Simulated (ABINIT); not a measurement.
# GaP (F-43m) in ABINIT: notebook, part 2 of 2

ABINIT 10.8.3 (patched build). The steps go on from the part before.

## (3) Equation of state, LDA-Teter

Contents of run.abi:

```
# Datasets: one volume each
ndtset 7
getwfk -1
scalecart1 3*0.9795861087
scalecart2 3*0.9864848297
scalecart3 3*0.9932883884
scalecart4 3*1.0000000000
scalecart5 3*1.0066227096
scalecart6 3*1.0131594038
scalecart7 3*1.0196128224

# Pseudopotentials
pp_dirpath "./"
pseudos "Ga.LDA_PW-JTH.xml, P.LDA_PW-JTH.xml"

# Structure
acell 3*1.0 Angstrom
rprim
     0.0000000000     2.7252500000     2.7252500000
     2.7252500000     0.0000000000     2.7252500000
     2.7252500000     2.7252500000     0.0000000000
ntypat 2
znucl 31 15
natom 2
typat 1 2
xred
     0.0000000000     0.0000000000     0.0000000000
     0.7500000000     0.7500000000     0.7500000000

# Plane-wave basis
ecut 20.0
pawecutdg 40.0

# k points
kptopt 1
ngkpt 8 8 8
nshiftk 1
shiftk 0.0 0.0 0.0

# Exchange and correlation
ixc 1

# Bands and occupations
nband 13
occopt 3
tsmear 0.05 eV

# SCF cycle
nstep 100
tolvrs 1.0e-9

# Output
iomode 3
prtwf 1
prtden 0
prteig 0
prtebands 0
```

Potentials or basis: JTH PAW LDA v2.0.

Run with:

```console
> abinit run.abi > log 2>&1
```

It took 77 s on 1 thread of Arm Neoverse V1, shared host; peak memory 0.13 GiB.

Results (log left out):

| Property | Result |
| --- | --- |
| Equilibrium volume | 19.61 Å³/atom |
| Bulk modulus | 90 GPa |
| Pressure derivative of the bulk modulus | 4.5 |

Energy against volume, from the lowest point:
```csv
volume (Å³/atom),energy (meV/atom)
19.026,4.70
19.431,0.00
19.836,0.22
20.240,4.84
20.645,13.39
21.050,25.45
21.455,40.63
```

Caveat: pressures at fixed basis lie under the slope of the energies.

## (4) Band structure, HCTH407, spin-orbit coupling, no magnetisation

Contents of run.abi:

```
# Datasets: ground state, then fixed potential
ndtset 2

# Pseudopotentials
pp_dirpath "./"
pseudos "Ga.GGA_PBE-JTH.xml, P.GGA_PBE-JTH.xml"

# Structure
acell 3.8540855109 3.8540855109 3.8540855109 Angstrom
rprim
     0.0000000000     0.7071067812     0.7071067812
     0.7071067812     0.0000000000     0.7071067812
     0.7071067812     0.7071067812     0.0000000000
ntypat 2
znucl 31 15
natom 2
typat 1 2
xred
     0.0000000000     0.0000000000     0.0000000000
     0.7500000000     0.7500000000     0.7500000000

# Plane-wave basis
ecut 20.0
pawecutdg 40.0

# Exchange and correlation
ixc 27

# Bands and occupations
occopt 3
tsmear 0.05 eV

# Spin
nspinor 2
nspden 1
pawspnorb 1

# SCF cycle
nstep 100

# Output
iomode 3
prtwf 0
prteig 0
prtebands 0
enunit 2
prtden1 1
prtvha1 1
prtvclmb1 1
prtpot1 1

# Dataset 1
kptopt1 4
ngkpt1 8 8 8
nshiftk1 1
shiftk1 0.0 0.0 0.0
nband1 26
tolvrs1 1.0e-9

# Dataset 2: bands along G-X-W-K-G-L-U-W-L-K
iscf2 -2
getden2 1
nband2 34
nbdbuf2 2
tolwfr2 1.0e-12
kptopt2 -9
ndivsm2 5
prteig2 1
prtvol2 -3
kptbounds2
     0.0000000000     0.0000000000     0.0000000000
     0.5000000000     0.0000000000     0.5000000000
     0.5000000000     0.2500000000     0.7500000000
     0.3750000000     0.3750000000     0.7500000000
     0.0000000000     0.0000000000     0.0000000000
     0.5000000000     0.5000000000     0.5000000000
     0.6250000000     0.2500000000     0.6250000000
     0.5000000000     0.2500000000     0.7500000000
     0.5000000000     0.5000000000     0.5000000000
     0.3750000000     0.3750000000     0.7500000000
```

Potentials or basis: JTH PAW PBE v2.0.

Run with:

```console
> abinit run.abi > log 2>&1
```

It took 4.9 min on 1 thread of Arm Neoverse V1, shared host; peak memory 0.2 GiB.

The run converged. Its results:

```
Free energy                                           : -2353.4540 eV
Pressure                                              : 2.9 GPa
Band gap on the k mesh                                : 1.95 eV, indirect (least direct gap 2.12 eV)
Band gap along the path                               : 1.95 eV, indirect (least direct gap 2.12 eV)
Valence electrons inside the program's atomic spheres : Ga 11.09; P 1.60
```

Levels at the corners of the path, in eV from the valence-band top:
| point | band 15 | band 16 | band 17 | band 18 | band 19 | band 20 | band 21 | band 22 |
| --- | --- | --- | --- | --- | --- | --- | --- | --- |
| Γ | 0.00 | 0.00 | 0.00 | 0.00 | 2.12 | 2.12 | 3.94 | 3.94 |
| X | -2.61 | -2.61 | -2.59 | -2.59 | 2.11 | 2.11 | 2.14 | 2.14 |
| W | -3.43 | -3.41 | -3.27 | -3.22 | 4.93 | 4.96 | 5.04 | 5.05 |
| K | -3.76 | -3.74 | -2.19 | -2.19 | 2.55 | 2.56 | 5.05 | 5.05 |
| Γ | 0.00 | 0.00 | 0.00 | 0.00 | 2.12 | 2.12 | 3.94 | 3.94 |
| L | -1.14 | -1.14 | -1.07 | -1.07 | 1.95 | 1.95 | 4.88 | 4.88 |
| U | -3.76 | -3.74 | -2.19 | -2.19 | 2.55 | 2.56 | 5.05 | 5.05 |
| W | -3.43 | -3.41 | -3.27 | -3.22 | 4.93 | 4.96 | 5.04 | 5.05 |
| L | -1.14 | -1.14 | -1.07 | -1.07 | 1.95 | 1.95 | 4.88 | 4.88 |
| K | -3.76 | -3.74 | -2.19 | -2.19 | 2.55 | 2.56 | 5.05 | 5.05 |

Caveat: the PAW data sets were made with another functional, which shifts forces and pressure a little.

## (5) Band structure, HCTH407

run.abi: that of step 4 with these lines changed.

```diff
@@ -32,7 +32,2 @@
 
-# Spin
-nspinor 2
-nspden 1
-pawspnorb 1
-
 # SCF cycle
@@ -47,8 +42,5 @@
 prtden1 1
-prtvha1 1
-prtvclmb1 1
-prtpot1 1
 
 # Dataset 1
-kptopt1 4
+kptopt1 1
 ngkpt1 8 8 8
@@ -56,3 +48,3 @@
 shiftk1 0.0 0.0 0.0
-nband1 26
+nband1 13
 tolvrs1 1.0e-9
@@ -62,3 +54,3 @@
 getden2 1
-nband2 34
+nband2 17
 nbdbuf2 2
@@ -68,3 +60,2 @@
 prteig2 1
-prtvol2 -3
 kptbounds2
```

Run with:

```console
> abinit run.abi > log 2>&1
```

Wall time 49 s (1 thread of Arm Neoverse V1, shared host); peak memory 0.12 GiB.

It converged, with:

```
Free energy                                           : -2353.4478 eV
Pressure                                              : 2.9 GPa
Band gap on the k mesh                                : 1.98 eV, indirect (least direct gap 2.15 eV)
Band gap along the path                               : 1.98 eV, indirect (least direct gap 2.15 eV)
Valence electrons inside the program's atomic spheres : Ga 11.09; P 1.60
```

Levels at the corners of the path, in eV from the valence-band top:
| point | band 6 | band 7 | band 8 | band 9 | band 10 | band 11 | band 12 | band 13 |
| --- | --- | --- | --- | --- | --- | --- | --- | --- |
| Γ | -12.33 | 0.00 | 0.00 | 0.00 | 2.15 | 4.08 | 4.08 | 4.08 |
| X | -9.47 | -6.59 | -2.57 | -2.57 | 2.14 | 2.17 | 10.70 | 10.70 |
| W | -9.39 | -6.40 | -3.39 | -3.22 | 4.98 | 5.07 | 6.40 | 6.54 |
| K | -9.51 | -6.39 | -3.72 | -2.16 | 2.58 | 5.07 | 8.39 | 8.56 |
| Γ | -12.33 | 0.00 | 0.00 | 0.00 | 2.15 | 4.08 | 4.08 | 4.08 |
| L | -10.35 | -6.42 | -1.08 | -1.08 | 1.98 | 4.95 | 4.95 | 8.97 |
| U | -9.51 | -6.39 | -3.72 | -2.16 | 2.58 | 5.07 | 8.39 | 8.56 |
| W | -9.39 | -6.40 | -3.39 | -3.22 | 4.98 | 5.07 | 6.40 | 6.54 |
| L | -10.35 | -6.42 | -1.08 | -1.08 | 1.98 | 4.95 | 4.95 | 8.97 |
| K | -9.51 | -6.39 | -3.72 | -2.16 | 2.58 | 5.07 | 8.39 | 8.56 |

Caveat: the PAW data sets were made with another functional, which shifts forces and pressure a little.

## (6) Equation of state, WC

Contents of run.abi:

```
# Datasets: one volume each
ndtset 7
getwfk -1
scalecart1 3*0.9795861087
scalecart2 3*0.9864848297
scalecart3 3*0.9932883884
scalecart4 3*1.0000000000
scalecart5 3*1.0066227096
scalecart6 3*1.0131594038
scalecart7 3*1.0196128224

# Pseudopotentials
pp_dirpath "./"
pseudos "Ga.GGA_PBE-JTH.xml, P.GGA_PBE-JTH.xml"

# Structure
acell 7.2831660764 7.2831660764 7.2831660764
rprim
     0.0000000000     0.7071067812     0.7071067812
     0.7071067812     0.0000000000     0.7071067812
     0.7071067812     0.7071067812     0.0000000000
ntypat 2
znucl 31 15
natom 2
typat 1 2
xred
     0.0000000000     0.0000000000     0.0000000000
     0.7500000000     0.7500000000     0.7500000000

# Plane-wave basis
ecut 20.0
pawecutdg 40.0

# k points
kptopt 1
ngkpt 8 8 8
nshiftk 1
shiftk 0.0 0.0 0.0

# Exchange and correlation
ixc 23

# Bands and occupations
nband 13
occopt 3
tsmear 0.05 eV

# SCF cycle
nstep 100
tolvrs 1.0e-9

# Output
iomode 3
prtwf 1
prtden 0
prteig 0
prtebands 0
enunit 1
```

Potentials or basis: JTH PAW PBE v2.0.

Run with:

```console
> abinit run.abi > log 2>&1
```

Run time: 86 s. Hardware: 1 thread of Arm Neoverse V1, shared host; peak memory 0.14 GiB.

Results (log left out):

* Equilibrium volume: 20.14 Å³/atom
* Bulk modulus: 85 GPa
* Pressure derivative of the bulk modulus: 4.5

Energy against volume, from the lowest point:
```csv
volume (Å³/atom),energy (meV/atom)
19.026,17.94
19.431,6.90
19.836,1.11
20.240,0.00
20.645,3.11
21.050,9.98
21.455,20.22
```

Caveat: pressures at fixed basis lie under the slope of the energies; the PAW data sets were made with another functional, which shifts forces and pressure a little.

## (7) The runs side by side

```csv
task,level,potentials or basis,spin,cutoff (eV),fine-grid cutoff,gap on the mesh (eV),pressure (GPa),V0 of scaled cells (Å³/atom),B0 (GPa)
band structure,HCTH407,PseudoDojo NC SR PBE v0.4.1 standard,off,1088,-,2.02,3.7,-,-
equation of state,LDA-Teter,JTH PAW LDA v2.0,off,544,1088.46 eV,-,-,19.61,90
band structure,HCTH407,JTH PAW PBE v2.0,"SOC, no magnetisation",544,1088.46 eV,1.95,2.9,-,-
band structure,HCTH407,JTH PAW PBE v2.0,off,544,1088.46 eV,1.98,2.9,-,-
equation of state,WC,JTH PAW PBE v2.0,off,544,1088.46 eV,-,-,20.14,85
```

Alike in all rows: cell as given; k mesh 8 × 8 × 8; smearing fermi-dirac 0.05 eV.

Caveats: the PAW data sets were made with another functional, which shifts forces and pressure a little (some runs); pressures at fixed basis lie under the slope of the energies (some runs); the potentials were made for another functional, which shifts forces and pressure (some runs).

Absolute energies hang on the potentials; compare differences alone.

## (8) Against experiment

Step 2. Against the measured gap of GaP, 2.34 eV (indirect; 10 K; quoted in “Stacking defects in GaP nanowires: Electronic structure and optical properties”, 2018, arxiv:1810.01194), the calculated 2.02 eV is off by -0.32 eV. Spin-orbit coupling on Ga is left out. The value is that of HCTH407, without temperature or zero-point motion.

Step 3. Measured bulk modulus of GaP: 87.5 GPa (“Phosphorous dimerization in GaP at high pressure”, 2017, arxiv:1709.06667). This calculation gives 90 GPa (+2.5 %). The fit is for a static lattice scaled at fixed shape and fixed fractional positions.

Step 4. A measured gap of GaP is 2.34 eV (indirect; 10 K; quoted in “Stacking defects in GaP nanowires: Electronic structure and optical properties”, 2018, arxiv:1810.01194); the calculated 1.95 eV misses it by -0.39 eV. The value is that of HCTH407, without temperature or zero-point motion.

Step 5. Against the measured gap of GaP, 2.34 eV (indirect; 10 K; quoted in “Stacking defects in GaP nanowires: Electronic structure and optical properties”, 2018, arxiv:1810.01194), the calculated 1.98 eV is off by -0.36 eV. Spin-orbit coupling on Ga is left out. The value is that of HCTH407, without temperature or zero-point motion.

Step 6. Measured bulk modulus of GaP: 87.5 GPa (“Phosphorous dimerization in GaP at high pressure”, 2017, arxiv:1709.06667). This calculation gives 85 GPa (-2.8 %). The fit is for a static lattice scaled at fixed shape and fixed fractional positions.
